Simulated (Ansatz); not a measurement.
**Preparing HfO2 (P2_1/c) as a host crystal**

Before any defect goes in: HfO2 (P2_1/c) at rest, and how it screens a charge.

Method: plane-wave PAW DFT, r2SCAN; relaxation of the host's cell and atoms; PAW set soft_1, in the first sound run; inputs show where later runs differ, in Ansatz 0.2.0.

This is a report of a sequence of runs, with most program output left out.

### Step 1. Set-up

It takes space group P2_1/c (No. 14, monoclinic). Conventional cell: a = 5.094 Å, b = 5.151 Å, c = 5.276 Å, α = 90.00°, β = 99.56°, γ = 90.00°. Nearest to Hf lie 7 O at 2.03 to 2.24 Å. Nearest to O lie 4 Hf at 2.13 to 2.24 Å. Nearest to O lie 3 Hf at 2.03 to 2.13 Å. Farther neighbours and most contacts between anions are not listed.

### Step 2. Host cell relaxation

Cell and atoms are relaxed together, until forces and stress fall under their thresholds.

Contents of cell/input.yaml:

```yaml
crystal:
  lattice:
    - [5.094175, 0.0, 0.0]
    - [0.0, 5.1506447, 0.0]
    - [-0.876169, 0.0, 5.2029535]
  atoms:
    - { symbol: Hf, position: [0.27613578, 0.45806468, 0.70790733] }
    - { symbol: Hf, position: [0.72386422, 0.95806468, 0.79209267] }
    - { symbol: Hf, position: [0.72386422, 0.54193532, 0.29209267] }
    - { symbol: Hf, position: [0.27613578, 0.04193532, 0.20790733] }
    - { symbol: O, position: [0.44799782, 0.74252595, 0.97857799] }
    - { symbol: O, position: [0.55200218, 0.24252595, 0.52142201] }
    - { symbol: O, position: [0.55200218, 0.25747405, 0.02142201] }
    - { symbol: O, position: [0.44799782, 0.75747405, 0.47857799] }
    - { symbol: O, position: [0.06836078, 0.33075888, 0.34625278] }
    - { symbol: O, position: [0.93163922, 0.83075888, 0.15374722] }
    - { symbol: O, position: [0.93163922, 0.66924112, 0.65374722] }
    - { symbol: O, position: [0.06836078, 0.16924112, 0.84625278] }
basis:
  ecutwfc: 500
  xc_grid: 2
hamiltonian:
  xc: r2scan
  pseudopotentials: { kind: paw, azcp: { folder: soft_1 } }
kpoints:
  mp_grid: { grid: [6, 6, 6] }
scf:
  occupations: { method: fixed }
  max_iter: 100
relax:
  f_tol: 0.005
  max_steps: 60
  cell: {}
output:
  forces: true
  stress: true
checkpoint:
  write: "../cell.run"
  compress: false
  write_wavefunctions: false
  write_every: 100000
```

Command:

```console
> ansatz run input.yaml --threads 32 --pin off --max-ram 56524MiB --backend cuda --events-out ev --progress --plain --runs-dir out --max-vram 78GiB
```

The job ended after 8.4 s (1 × NVIDIA GB200 with 32 threads of Arm Neoverse V2, shared host; peak memory 1.2 GiB).

Step by step:

| step | energy less that of the first step (eV) | largest force component (eV/Å) | pressure (GPa) | volume (Å³) |
| --- | --- | --- | --- | --- |
| 1 | 0.0000 | 0.0833 | 3.86 | 136.52 |
| 2 | -0.0216 | 0.0283 | -0.76 | 138.99 |
| 3 | -0.0230 | 0.0221 | -0.06 | 138.56 |
| 4 | -0.0232 | 0.0074 | 0.05 | 138.51 |
| 5 | -0.0234 | 0.0062 | 0.03 | 138.50 |
| 6 | -0.0235 | 0.0018 | 0.00 | 138.46 |
| 7 | -0.0247 | 0.0019 | -0.01 | 138.46 |

The log counts 1 steps on a newly chosen plane-wave basis, not all of them marked here; energy and pressure can jump at such steps.

| cell as run | before | after | change |
| --- | --- | --- | --- |
| a (Å) | 5.094 | 5.115 | +0.4 % |
| b (Å) | 5.151 | 5.181 | +0.6 % |
| c (Å) | 5.276 | 5.297 | +0.4 % |
| β (°) | 99.56 | 99.46 | -0.1 % |
| volume (Å³/atom) | 11.38 | 11.54 | +1.4 % |

The atoms that moved most (Å, as changes of fractional coordinates times the final cell):

| atom | dx | dy | dz | length |
| --- | --- | --- | --- | --- |
| O11 | -0.010 | -0.014 | 0.010 | 0.020 |
| O9 | 0.010 | 0.014 | -0.010 | 0.020 |
| O12 | 0.010 | -0.014 | -0.010 | 0.020 |
| O10 | -0.010 | 0.014 | 0.010 | 0.020 |

Numbers from this step:

| Property | Result |
| --- | --- |
| pressure | -0.01023 GPa |

The relaxation ends with a largest force component of 0.0019 eV/Å and a pressure of -0.01 GPa.

### Step 3. Dielectric tensors of the host

The response to a uniform electric field gives the electronic dielectric tensor.

This step: plane-wave PAW DFPT, PBEsol; dielectric tensors, Born charges and zone-centre modes of the host; PAW set soft_1 (Ansatz 0.2.0).

Contents of eps/input.yaml:

```yaml
crystal:
  lattice:
    - [5.1147252449, 0.0, 0.0043909604]
    - [0.0, 5.1813143374, 0.0]
    - [-0.8752188019, 0.0, 5.2238375711]
  atoms:
    - { symbol: Hf, position: [0.2761773384, 0.4581728403, 0.7082614185] }
    - { symbol: Hf, position: [0.7238226616, 0.9581728403, 0.7917385815] }
    - { symbol: Hf, position: [0.7238226616, 0.5418271597, 0.2917385815] }
    - { symbol: Hf, position: [0.2761773384, 0.0418271597, 0.2082614185] }
    - { symbol: O, position: [0.4479969725, 0.7423715742, 0.9784219222] }
    - { symbol: O, position: [0.5520030275, 0.2423715742, 0.5215780778] }
    - { symbol: O, position: [0.5520030275, 0.2576284258, 0.0215780778] }
    - { symbol: O, position: [0.4479969725, 0.7576284258, 0.4784219222] }
    - { symbol: O, position: [0.0699426689, 0.3334753591, 0.3442632163] }
    - { symbol: O, position: [0.9300573311, 0.8334753591, 0.1557367837] }
    - { symbol: O, position: [0.9300573311, 0.6665246409, 0.6557367837] }
    - { symbol: O, position: [0.0699426689, 0.1665246409, 0.8442632163] }
basis:
  ecutwfc: 420
hamiltonian:
  xc: pbesol
  pseudopotentials: { kind: paw, azcp: { folder: soft_1 }, xc_functional: pbe }
kpoints:
  mp_grid: { grid: [5, 5, 5] }
scf:
  occupations: { method: fixed }
  max_iter: 100
phonons:
  method: dfpt
  dielectric: true
  rigid_motions: translations
```

The job ended after 22 s (1 × NVIDIA GB200 with 32 threads; peak memory 4.2 GiB; 3.9 min of CPU time).

Electronic dielectric tensor:

```
5.04 0.00 0.14
0.00 5.06 0.00
0.14 0.00 4.74
```

Static dielectric tensor:

```
21.35  0.00  1.58
 0.00 19.46  0.00
 1.58  0.00 15.71
```

The principal values of the electronic dielectric tensor are 4.68, 5.06 and 5.09. The principal values of the static dielectric tensor are 15.30, 19.46 and 21.76.

### Step 4. Primitive cell on a dense mesh

A dense mesh gives the host's converged energy, against which the supercell's sampling is tested.

This step: plane-wave PAW DFT, r2SCAN; single point of the host's primitive cell on a dense mesh; PAW set soft_1 (Ansatz 0.2.0).

dense/input.yaml, as its differences from eps/input.yaml of step 3:

```diff
@@ -19,14 +19,11 @@
 basis:
-  ecutwfc: 420
+  ecutwfc: 500
+  xc_grid: 2
 hamiltonian:
-  xc: pbesol
-  pseudopotentials: { kind: paw, azcp: { folder: soft_1 }, xc_functional: pbe }
+  xc: r2scan
+  pseudopotentials: { kind: paw, azcp: { folder: soft_1 } }
 kpoints:
-  mp_grid: { grid: [5, 5, 5] }
+  mp_grid: { grid: [6, 6, 6] }
 scf:
-  occupations: { method: fixed }
-  max_iter: 100
-phonons:
-  method: dfpt
-  dielectric: true
-  rigid_motions: translations
+  occupations: { method: fermi_dirac, width: 0.01 }
+  max_iter: 80
```

Elapsed: 2.4 s, on 1 × NVIDIA GB200 with 32 threads; peak memory 1 GiB; 5.6 s of CPU time.

### Step 5. Self-consistent run

This step: plane-wave PAW DFT, r2SCAN; single point of the defect-free supercell, a test of its k-points; PAW set soft_1 (Ansatz 0.2.0).

System of this step: HfO2 (P2_1/c). The cell holds 96 atoms: 32 Hf and 64 O. Its edges and angles: a = 10.229 Å, b = 10.363 Å, c = 10.593 Å, α = 90.0°, β = 99.5°, γ = 90.0°.

Contents of pristine.sampling/input.yaml:

```yaml
crystal:
  lattice:
    - [10.2294504898, 0.0, 0.0087819208]
    - [0.0, 10.3626286749, 0.0]
    - [-1.7504376039, 0.0, 10.4476751421]
  atoms:
    - { symbol: Hf, position: [0.1380886692, 0.2290864202, 0.3541307092] }
    - { symbol: Hf, position: [0.3619113308, 0.4790864202, 0.3958692908] }
    - { symbol: Hf, position: [0.3619113308, 0.2709135798, 0.1458692908] }
    - { symbol: Hf, position: [0.1380886692, 0.0209135798, 0.1041307092] }
    - { symbol: O, position: [0.2239984862, 0.3711857871, 0.4892109611] }
    - { symbol: O, position: [0.2760015138, 0.1211857871, 0.2607890389] }
    - { symbol: O, position: [0.2760015138, 0.1288142129, 0.0107890389] }
    - { symbol: O, position: [0.2239984862, 0.3788142129, 0.2392109611] }
    - { symbol: O, position: [0.0349713344, 0.1667376796, 0.1721316082] }
    - { symbol: O, position: [0.4650286656, 0.4167376796, 0.0778683918] }
    - { symbol: O, position: [0.4650286656, 0.3332623204, 0.3278683918] }
    - { symbol: O, position: [0.0349713344, 0.0832623204, 0.4221316082] }
    - { symbol: Hf, position: [0.1380886692, 0.2290864202, 0.8541307092] }
    - { symbol: Hf, position: [0.3619113308, 0.4790864202, 0.8958692908] }
    - { symbol: Hf, position: [0.3619113308, 0.2709135798, 0.6458692908] }
    - { symbol: Hf, position: [0.1380886692, 0.0209135798, 0.6041307092] }
    - { symbol: O, position: [0.2239984862, 0.3711857871, 0.9892109611] }
    - { symbol: O, position: [0.2760015138, 0.1211857871, 0.7607890389] }
    - { symbol: O, position: [0.2760015138, 0.1288142129, 0.5107890389] }
    - { symbol: O, position: [0.2239984862, 0.3788142129, 0.7392109611] }
    - { symbol: O, position: [0.0349713344, 0.1667376796, 0.6721316081] }
    - { symbol: O, position: [0.4650286656, 0.4167376796, 0.5778683919] }
    - { symbol: O, position: [0.4650286656, 0.3332623204, 0.8278683919] }
    - { symbol: O, position: [0.0349713344, 0.0832623204, 0.9221316082] }
    - { symbol: Hf, position: [0.1380886692, 0.7290864202, 0.3541307092] }
    - { symbol: Hf, position: [0.3619113308, 0.9790864202, 0.3958692908] }
    - { symbol: Hf, position: [0.3619113308, 0.7709135798, 0.1458692908] }
    - { symbol: Hf, position: [0.1380886692, 0.5209135798, 0.1041307092] }
    - { symbol: O, position: [0.2239984862, 0.8711857871, 0.4892109611] }
    - { symbol: O, position: [0.2760015138, 0.6211857871, 0.2607890389] }
[... 60 atom lines left out ...]
    - { symbol: O, position: [0.7760015138, 0.6288142129, 0.5107890389] }
    - { symbol: O, position: [0.7239984862, 0.8788142129, 0.7392109611] }
    - { symbol: O, position: [0.5349713344, 0.6667376796, 0.6721316081] }
    - { symbol: O, position: [0.9650286656, 0.9167376796, 0.5778683919] }
    - { symbol: O, position: [0.9650286656, 0.8332623204, 0.8278683919] }
    - { symbol: O, position: [0.5349713344, 0.5832623204, 0.9221316082] }
basis:
  ecutwfc: 500
  xc_grid: 2
hamiltonian:
  xc: r2scan
  pseudopotentials: { kind: paw, azcp: { folder: soft_1 } }
kpoints:
  mp_grid: { grid: [1, 1, 1], shift: [0.25, 0.25, 0.25] }
scf:
  occupations: { method: fermi_dirac, width: 0.01 }
  max_iter: 80
```

Elapsed: 3 s, on 1 × NVIDIA GB200 with 32 threads; peak memory 1.5 GiB; 4.8 s of CPU time.

This step gave:

```yaml
energy_over_dense_mesh: -9.35e-5 eV/atom
```

### Step 6. Defect free supercell relaxed from its symmetric sites

This cell, the one that will hold the defects, is built from the relaxed host. Its coarser k-points can move the atoms a little, so it is relaxed from the symmetric sites, as the reference for the test of stability.

This step: plane-wave PAW DFT, r2SCAN; relaxation of the defect-free supercell from its symmetric sites; PAW set soft_1 (Ansatz 0.2.0).

pristine.symmetric/input.yaml, as its differences from pristine.sampling/input.yaml of step 5:

```diff
@@ -54 +54,12 @@
   max_iter: 80
+output:
+  forces: true
+relax:
+  f_tol: 0.01
+  max_steps: 60
+  escape_saddle: false
+checkpoint:
+  write: "../pristine.symmetric.run"
+  compress: false
+  write_wavefunctions: false
+  write_every: 100000
```

Elapsed: 2.6 s, on 1 × NVIDIA GB200 with 32 threads; peak memory 1.5 GiB.

Hardly anything moved in the relaxation; the energy changed by under 0.2 meV an atom.

### Step 7. Defect free supercell relaxed from displaced atoms

This step: plane-wave PAW DFT, r2SCAN; relaxation of the defect-free supercell from random displacements, a test of the host's stability; PAW set soft_1 (Ansatz 0.2.0).

pristine.rattled/input.yaml, as its differences from pristine.symmetric/input.yaml of step 6:

```diff
@@ -58,6 +58,6 @@
   f_tol: 0.01
-  max_steps: 60
-  escape_saddle: false
+  max_steps: 120
+  random_displacement: { amplitude: 0.08, seed: 3426 }
 checkpoint:
-  write: "../pristine.symmetric.run"
+  write: "../pristine.rattled.run"
   compress: false
```

Elapsed: 6 s, on 1 × NVIDIA GB200 with 32 threads; peak memory 1.5 GiB.

Step by step:

| step | energy less that of the first step (eV) | largest force component (eV/Å) |
| --- | --- | --- |
| 1 | 0.0000 | 3.3376 |
| 2 | -3.5779 | 1.7102 |
| 3 | -5.8787 | 0.0737 |
| 4 | -5.8864 | 0.0063 |
| 5 | -5.8864 | 0.0063 |

The relaxation ends 61 meV an atom lower than the displaced start, with a largest force component of 0.0063 eV/Å.

### Step 8. Outcome

| Quantity | Value |
| --- | --- |
| primitive cell vectors, lengths | 5.115, 5.181, 5.297 Å |
| electronic dielectric constant | principal values (4.68, 5.06, 5.09) |
| static dielectric constant | principal values (15.30, 19.46, 21.76) |
| gap on the k-mesh of the response run (PBEsol) | 4.04 eV |
| supercell relaxed in its symmetry less the displaced and relaxed one | 0.000 eV |
| energy an atom at one point at (¼, ¼, ¼) less that on the dense mesh | 0.000 eV |

Step 7: The energy fell by 5.886 eV from the randomly displaced start; the atoms end within 0.005 Å of the sites as typed, once the mean shift is taken out. The displaced cell ends within 0.01 eV of the symmetric one relaxed in its symmetry, so no lower structure shows in this supercell. The k-mesh can miss the band edges, so this gap is an upper bound at this level. All at zero temperature.

[Logs are printed without paths, hosts, clocks, repeated set-up lines and the standing remarks that a program may print on its own settings, such as how far it seeks lower states.]

[Hosts, paths, dates, database ids (printed as entryN), source tags and the programs' standing remarks are cut or masked in the printed files.]

[Runs of the host that timed out are not shown.]

[For some hosts the program warned that the k-mesh of the response run may be too coarse for force constants and the static dielectric constant; such warnings are not always shown.]
